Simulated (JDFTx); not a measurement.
## Ir under changes of volume

One of the cells (14.059 Å³/atom); the others are scaled copies at fixed shape and fractional positions:

```xyz
1
Lattice="0.0000 1.9156 1.9156 1.9156 0.0000 1.9156 1.9156 1.9156 0.0000" Properties=species:S:1:pos:R:3 pbc="T T T"
Ir    0.0000    0.0000    0.0000
```

| Item | Value |
| --- | --- |
| Program | JDFTx 1.7.0 (patched build) |
| Functional | PBE |
| Potentials or basis | PseudoDojo-SR-PBE-0.5-standard |
| Cutoff | 925 eV |
| Density cutoff | 3701 eV |
| k mesh | 12 × 12 × 12 |
| Occupations | fermi-dirac, width 0.05 eV |
| Spin | no spin polarisation |

```csv
volume (Å³/atom),energy over the lowest point (meV/atom),pressure (GPa)
13.215,137.94,39.3
13.496,78.56,28.5
13.778,37.06,18.9
14.059,11.46,10.4
14.340,0.00,2.8
14.621,1.11,-4.0
14.902,?,?
```

Problem. What does the run at 14.902 Å³/atom give?

Solution. Energy over the lowest point 13.37 meV/atom; pressure -9.9 GPa.

Worked out: A Birch-Murnaghan fit of order 3 (a polynomial in V^(-2/3)) to the other rows has its minimum at 14.45 Å³/atom with B0 = V·E''(V) = 350 GPa and B' = 5.0. It gives 13.33 meV/atom at 14.902 Å³/atom, against the run's 13.37, and -dE/dV = -9.9 GPa, against -9.9.

Energies are extrapolated to zero smearing.
